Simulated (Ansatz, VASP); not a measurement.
# Te2Mo in two plane-wave programs, part 2 of 2

Aim: how closely do two programs agree when they are given the same cell, functional and k mesh? The structure shown is the start of the Ansatz relaxation below; VASP solves that cell, so the two are compared at the walk's first step.

VASP 6.6.1 and Ansatz 0.2.0.

So far: The structure; Ansatz: relaxation, r2SCAN with D3(BJ).

## 3. VASP: single point, r2SCAN with D3(BJ), start cell

Level of this step: r2SCAN with D3(BJ), no spin polarisation; plane waves and PAW (Te, Mo_sv) (VASP).

The same cell, functional, mesh and smearing now go to VASP, with its own data sets.

Lines of VASP's logs that name or quote its potential files are left out, and so is its time.

The input, INCAR:

```
SYSTEM = Te2Mo
PREC = Accurate
ENCUT = 440
EDIFF = 1E-06
NELM = 200
ISMEAR = -1
SIGMA = 0.02
LREAL = .FALSE.
ALGO = All
METAGGA = R2SCAN
IVDW = 12
VDW_S6 = 1
VDW_S8 = 0.78981345
VDW_A1 = 0.49484001
VDW_A2 = 5.73083694
LASPH = .TRUE.
NBANDS = 32
LORBIT = 11
LWAVE = .FALSE.
LCHARG = .FALSE.
ISIF = 2
GGA_COMPAT = .FALSE.
EFERMI = MIDGAP
LMIXTAU = .TRUE.
KPAR = 2
ISEARCH = 1
```

The input, POSCAR:

```
Te2Mo
1.0
    3.5182000000      0.0000000000      0.0000000000
   -1.7591000000      3.0468510000      0.0000000000
    0.0000000000      0.0000000000     26.5919890000
Te Mo
4 2
Direct
    0.3333333333      0.6666666667      0.6991575169
    0.3333333333      0.6666666667      0.5635832656
    0.6666666667      0.3333333333      0.4364167344
    0.6666666667      0.3333333333      0.3008424831
    0.6666666667      0.3333333333      0.6313703725
    0.3333333333      0.6666666667      0.3686295899
```

The input, KPOINTS:

```
Automatic mesh
0
Gamma
12 12 1
0 0 0
```

Potentials, in the order of the species: Te and Mo_sv (PBE family, release 64).

On the command line:

```bash
> mpirun -np 2 vasp_std
```

Numbers of over 12 decimals in the logs are rounded to 6 here.

Log:

```text
[banner, memory and clock lines left out]
running    2 mpi-ranks, on    1 nodes
 distrk:  each k-point on    1 cores,    2 groups
 distr:  one band on    1 cores,    1 groups

 POSCAR found type information on POSCAR TeMo
 POSCAR found :  2 types and       6 ions
|                                                                             |
|               ----> ADVICE to this user running VASP <----                  |
|                                                                             |
|     You enforced a specific xc type in the INCAR file but a different       |
|     [... a line on the potential file left out ...]
|     I HOPE YOU KNOW WHAT YOU ARE DOING!                                     |
|                                                                             |

 LDA part: xc-table for (None), standard interpolation
 POSCAR, INCAR and KPOINTS ok, starting setup
 FFT: planning ... GRIDC
 FFT: planning ... GRID_SOFT
 FFT: planning ... GRID
 WAVECAR not read
 entering main loop
       N       E                     dE             d eps       ncg     rms           ort
DAV:   1     0.225119522114E+03    0.22512E+03   -0.24774E+04   608   0.122E+03
DAV:   2    -0.147539934149E+03   -0.37266E+03   -0.36370E+03   608   0.285E+02
DAV:   3    -0.170561364908E+03   -0.23021E+02   -0.22720E+02   608   0.624E+01
DAV:   4    -0.171396476275E+03   -0.83511E+00   -0.82866E+00   608   0.114E+01
DAV:   5    -0.171414303266E+03   -0.17827E-01   -0.17819E-01   608   0.179E+00
SDA:   6    -0.152999806202E+03    0.18414E+02   -0.17819E-01   608   0.171E+02   0.000E+00
 gam= 0.000 g(H,U,f)=  0.146E+02 0.251E+01 0.177E-11 ort(H,U,f) = 0.000E+00 0.000E+00 0.000E+00
 gam= 0.000 trial= 0.400  step=  0.2264 mean=  0.4000
CGA:   7    -0.154949028238E+03   -0.19492E+01   -0.19327E+01   608   0.289E+01   0.482E-01
 gam= 0.169 g(H,U,f)=  0.281E+01 0.810E-01 0.317E-10 ort(H,U,f) = 0.909E-01-0.428E-01-0.196E-10
 gam= 0.169 trial= 0.383  step=  0.2828 mean=  0.3826
CGA:   8    -0.155358983455E+03   -0.40996E+00   -0.41015E+00   608   0.957E+00   0.151E-02
 gam= 0.331 g(H,U,f)=  0.938E+00 0.189E-01 0.269E-11 ort(H,U,f) =-0.249E-01 0.264E-01 0.452E-11
 gam= 0.331 trial= 0.373  step=  0.2402 mean=  0.3727
CGA:   9    -0.155474074767E+03   -0.11509E+00   -0.11504E+00   608   0.319E+00   0.553E-03
 gam= 0.333 g(H,U,f)=  0.311E+00 0.764E-02 0.406E-14 ort(H,U,f) =-0.113E-01 0.119E-01-0.239E-13
 gam= 0.333 trial= 0.359  step=  0.2788 mean=  0.3594
CGA:  10    -0.155518532847E+03   -0.44458E-01   -0.44484E-01   608   0.129E+00   0.351E-03
 gam= 0.405 g(H,U,f)=  0.127E+00 0.225E-02 0.231E-15 ort(H,U,f) =-0.611E-02 0.646E-02 0.200E-14
 gam= 0.405 trial= 0.351  step=  0.2714 mean=  0.3514
CGA:  11    -0.155536046920E+03   -0.17514E-01   -0.17527E-01   608   0.394E-01   0.145E-03
 gam= 0.305 g(H,U,f)=  0.346E-01 0.480E-02 0.318E-12 ort(H,U,f) =-0.245E-02 0.260E-02 0.116E-12
 gam= 0.305 trial= 0.343  step=  0.3544 mean=  0.3434
CGA:  12    -0.155543031596E+03   -0.69847E-02   -0.69849E-02   608   0.181E-01  -0.431E-04
 gam= 0.460 g(H,U,f)=  0.169E-01 0.115E-02 0.345E-13 ort(H,U,f) =-0.291E-02 0.287E-02 0.942E-13
 gam= 0.460 trial= 0.344  step=  0.3482 mean=  0.3445
CGA:  13    -0.155546180203E+03   -0.31486E-02   -0.31487E-02   608   0.781E-02  -0.328E-04
 gam= 0.432 g(H,U,f)=  0.747E-02 0.340E-03 0.124E-14 ort(H,U,f) =-0.897E-03 0.864E-03 0.122E-13
 gam= 0.432 trial= 0.345  step=  0.4303 mean=  0.3448
CGA:  14    -0.155547860862E+03   -0.16807E-02   -0.16784E-02   608   0.415E-02   0.497E-04
 gam= 0.531 g(H,U,f)=  0.386E-02 0.290E-03 0.395E-14 ort(H,U,f) =-0.416E-03 0.466E-03 0.101E-13
 gam= 0.531 trial= 0.353  step=  0.4205 mean=  0.3534
CGA:  15    -0.155548740597E+03   -0.87973E-03   -0.87742E-03   608   0.162E-02   0.692E-04
 gam= 0.391 g(H,U,f)=  0.157E-02 0.471E-04 0.398E-15 ort(H,U,f) =-0.876E-04 0.157E-03 0.248E-14
 gam= 0.391 trial= 0.360  step=  0.4446 mean=  0.3601
CGA:  16    -0.155549107210E+03   -0.36661E-03   -0.36606E-03   608   0.727E-03   0.130E-04
 gam= 0.449 g(H,U,f)=  0.717E-03 0.984E-05 0.632E-17 ort(H,U,f) = 0.468E-04-0.337E-04-0.148E-15
 gam= 0.449 trial= 0.369  step=  0.4468 mean=  0.3686
CGA:  17    -0.155549270340E+03   -0.16313E-03   -0.16369E-03   608   0.303E-03  -0.143E-04
 gam= 0.417 g(H,U,f)=  0.269E-03 0.338E-04 0.688E-16 ort(H,U,f) =-0.326E-04 0.182E-04 0.180E-15
 gam= 0.417 trial= 0.376  step=  0.4710 mean=  0.3764
CGA:  18    -0.155549339908E+03   -0.69568E-04   -0.70002E-04   608   0.137E-03  -0.898E-05
 gam= 0.450 g(H,U,f)=  0.119E-03 0.173E-04 0.428E-16 ort(H,U,f) =-0.179E-05-0.719E-05-0.103E-15
 gam= 0.450 trial= 0.386  step=  0.4420 mean=  0.3858
CGA:  19    -0.155549369286E+03   -0.29379E-04   -0.29281E-04   608   0.603E-04   0.348E-05
 gam= 0.442 g(H,U,f)=  0.508E-04 0.952E-05 0.532E-18 ort(H,U,f) =-0.814E-06 0.430E-05-0.358E-18
 gam= 0.442 trial= 0.391  step=  0.3489 mean=  0.3915
CGA:  20    -0.155549379993E+03   -0.10707E-04   -0.10789E-04   608   0.324E-04   0.390E-05
 gam= 0.537 g(H,U,f)=  0.265E-04 0.586E-05 0.274E-17 ort(H,U,f) = 0.333E-05 0.568E-06 0.784E-18
 gam= 0.537 trial= 0.387  step=  0.3310 mean=  0.3872
CGA:  21    -0.155549385625E+03   -0.56319E-05   -0.57035E-05   608   0.115E-04   0.256E-05
 gam= 0.357 g(H,U,f)=  0.101E-04 0.150E-05 0.182E-17 ort(H,U,f) = 0.154E-05 0.102E-05 0.250E-17
 gam= 0.357 trial= 0.382  step=  0.5044 mean=  0.3816
CGA:  22    -0.155549388783E+03   -0.31585E-05   -0.31428E-05   608   0.464E-05   0.270E-06
 gam= 0.402 g(H,U,f)=  0.435E-05 0.289E-06 0.321E-18 ort(H,U,f) =-0.903E-07 0.361E-06 0.111E-17
 gam= 0.402 trial= 0.394  step=  0.6716 mean=  0.3939
  final corrected         step=  0.5606 harm=  0.5166 4th-ord=  0.5606
  steps along line     -0.39386E-04   0.39386E-04   0.39386E+00   0.67153E+00   0.67161E+00
  energies along line   0.18712E-09  -0.18712E-09  -0.13225E-05  -0.13984E-05  -0.13983E-05
 trl  23    -0.155549390182E+03   -0.13983E-05   -0.14753E-05   608   0.475E-05  -0.143E-05
CGA:  24    -0.155549390236E+03   -0.14530E-05   -0.14753E-05   608   0.319E-05  -0.405E-06
 gam= 0.688 g(H,U,f)=  0.261E-05 0.578E-06 0.487E-19 ort(H,U,f) =-0.212E-06-0.192E-06-0.291E-18
 gam= 0.688 trial= 0.422  step=  0.3378 mean=  0.4216
  final corrected         step=  0.2778 harm=  0.2792 4th-ord=  0.2778
  steps along line     -0.42163E-04   0.42163E-04   0.42163E+00   0.33777E+00   0.33786E+00
  energies along line   0.12286E-09  -0.12286E-09  -0.46189E-06  -0.51759E-06  -0.51754E-06
 trl  25    -0.155549390754E+03   -0.51756E-06   -0.53809E-06   608   0.291E-05  -0.612E-06
CGA:  26    -0.155549390749E+03   -0.51242E-06   -0.53809E-06   608   0.157E-05   0.147E-07
 gam= 0.492 g(H,U,f)=  0.140E-05 0.176E-06 0.440E-19 ort(H,U,f) = 0.273E-06-0.258E-06 0.143E-18
 gam= 0.492 trial= 0.413  step=  0.5149 mean=  0.4132
 final diagonalization occupied
   1 F= -.15678226E+03 E0= -.15678226E+03  d E =-.212263E-11
```

From OUTCAR (step 3):

```text
ion  position               nearest neighbor table
   1  0.333  0.667  0.699-   5 2.72   5 2.72   5 2.72   2 3.61
   2  0.333  0.667  0.564-   5 2.72   5 2.72   5 2.72   1 3.61
   3  0.667  0.333  0.436-   6 2.72   6 2.72   6 2.72   4 3.61
   4  0.667  0.333  0.301-   6 2.72   6 2.72   6 2.72   3 3.61
   5  0.667  0.333  0.631-   2 2.72   2 2.72   2 2.72   1 2.72   1 2.72   1 2.72
   6  0.333  0.667  0.369-   4 2.72   4 2.72   4 2.72   3 2.72   3 2.72   3 2.72

  LATTYP: Found a hexagonal cell.
 ALAT       =     3.5182000000
 C/A-ratio  =     7.5584074243

 Subroutine GETGRP returns: Found 12 space group operations
 (whereof 12 operations were pure point group operations)

The static configuration has the point symmetry D_3d.

 Found     19 irreducible k-points:

   k-points           NKPTS =     19   k-points in BZ     NKDIM =     19   number of bands    NBANDS=     32

   dimension x,y,z NGX =    24 NGY =   24 NGZ =  192
   dimension x,y,z NGXF=    48 NGYF=   48 NGZF=  384

   ENCUT  =  440.0 eV  32.34 Ry    5.69 a.u.   6.02  6.02 45.48*2*pi/ulx,y,z

   NELECT =      52.0000    total number of electrons

 k-points in reciprocal lattice and weights: Automatic mesh
   0.00000000  0.00000000  0.00000000       0.007
   0.08333333  0.00000000  0.00000000       0.042
   0.16666667  0.00000000  0.00000000       0.042
   0.25000000  0.00000000  0.00000000       0.042
   0.33333333 -0.00000000  0.00000000       0.042
   0.41666667  0.00000000  0.00000000       0.042
   0.50000000  0.00000000  0.00000000       0.021
   0.08333333  0.08333333  0.00000000       0.042
   0.16666667  0.08333333  0.00000000       0.083
[...]
0.33333333  0.25000000  0.00000000       0.083
   0.33333333  0.33333333  0.00000000       0.014

 average (electrostatic) potential at core
       1 -97.2366       2 -97.2435       3 -97.2435       4 -97.2367       5 -84.8168
       6 -84.8169

 E-fermi :   2.4895

 k-point     1 :       0.0000    0.0000    0.0000
  band No.  band energies     occupation
    ...
     22       0.8034      2.00000
     23       0.8222      2.00000
     24       0.8222      2.00000
     25       1.1070      2.00000
     26       1.8500      2.00000
     27       5.0036      0.00000
     28       5.0067      0.00000
     29       5.0823      0.00000
     30       5.0930      0.00000
     31       5.3142      0.00000
    ...

 k-point     2 :       0.0833    0.0000    0.0000
  band No.  band energies     occupation
    ...
     22       0.6867      2.00000
     23       0.8071      2.00000
     24       0.9845      2.00000
     25       1.1325      2.00000
     26       1.8105      2.00000
     27       4.6448      0.00000
     28       4.7163      0.00000
     29       4.8291      0.00000
     30       4.8918      0.00000
     31       5.0538      0.00000
    ...

 k-point     3 :       0.1667    0.0000    0.0000
  band No.  band energies     occupation
    ...
     22       0.3562      2.00000
     23       0.6658      2.00000
     24       0.9864      2.00000
     25       1.0937      2.00000
     26       1.5141      2.00000
     27       3.9215      0.00000
     28       4.0385      0.00000
     29       4.1878      0.00000
     30       4.3256      0.00000
     31       4.5227      0.00000
    ...

 Edisp (eV)   -1.23287

  Total       0.85529     0.85529     0.15628     0.00000     0.00000     0.00000
  in kB       4.80732     4.80732     0.87839     0.00000     0.00000     0.00000
  external pressure =        3.50 kB  Pullay stress =        0.00 kB

  energy-cutoff  :      440.00
  volume of cell :      285.05
      direct lattice vectors                 reciprocal lattice vectors
     3.518200000  0.000000000  0.000000000     0.284236257  0.164103857  0.000000000
    -1.759100000  3.046851000  0.000000000     0.000000000  0.328207713  0.000000000
     0.000000000  0.000000000 26.591989000     0.000000000  0.000000000  0.037605310

 POSITION                                       TOTAL-FORCE (eV/Angst)
 -----------------------------------------------------------------------------------
     -0.00000      2.03123     18.59199        -0.000000     -0.000000      0.000011
     -0.00000      2.03123     14.98680         0.000000     -0.000000      0.022902
      1.75910      1.01562     11.60519        -0.000000      0.000000     -0.022902
      1.75910      1.01562      8.00000        -0.000000      0.000000     -0.000011
      1.75910      1.01562     16.78939        -0.000000     -0.000000      0.028032
     -0.00000      2.03123      9.80259         0.000000      0.000000     -0.028032
 -----------------------------------------------------------------------------------
    total drift:                                0.000000     -0.000000      0.002678

  FREE ENERGIE OF THE ION-ELECTRON SYSTEM (eV)
  ---------------------------------------------------
  free  energy   TOTEN  =      -156.7822586132 eV

  energy  without entropy=     -156.7822586132  energy(sigma->0) =     -156.78225861

 total charge
# of ion       s       p       d       tot
------------------------------------------
    1        1.390   2.024   0.064   3.478
    2        1.393   2.021   0.066   3.480
    3        1.393   2.021   0.066   3.480
    4        1.390   2.024   0.064   3.478
    5        2.248   6.151   3.958  12.358
    6        2.248   6.151   3.958  12.358
--------------------------------------------------
tot         10.063  20.394   8.175  38.632

[... 3 further parts left out ...]
```

This run has no spin polarisation, so a moment on Mo, if there is one, isn't seen.

## 4. Comparison

Known differences besides the potentials themselves: VASP keeps PBE cores, Ansatz makes them for the functional; the data sets hold 92 valence electrons in Ansatz (on its default PAW (the set named soft_2) files) and 52 in VASP; the cutoff is 500 eV in Ansatz and 440 eV in VASP. Total energies have different zeros and are not compared.

At this near-relaxed geometry the largest component of a force difference is 27 meV/Å. With vacuum in the cell, a pressure given here is an average over mostly empty space and none of the material.

## 5. Results

```yaml
r_m_s_force_difference_single_point_r2scan_with_d3_bj_start_cell: 12 meV/Å
```

**Reading.** The r.m.s. force difference is 12 meV/Å (single point, r2SCAN with D3(BJ), start cell), at about the 12 meV/Å picked in this series as the mark of a large difference. The data sets hold unlike numbers of valence electrons (92 in Ansatz and 52 in VASP), so part of the differences comes from the potentials. What causes the difference of the single point, r2SCAN with D3(BJ), start cell pair stays open here. VASP runs on this material, other cells of it included, that failed, so that no pair exists: single point, r2SCAN (not converged). How closely two codes agree says nothing of how well the functional describes the real material.

[Lines on the potential files, build, host, timing and source positions are cut from VASP's logs without a mark.]

[Logs are printed without paths, hosts, clocks, repeated set-up lines and the standing remarks that a program may print on its own settings, such as how far it seeks lower states.]

[Hosts, paths, dates, database ids (printed as entryN), source tags and the programs' standing remarks are cut or masked in the printed files.]
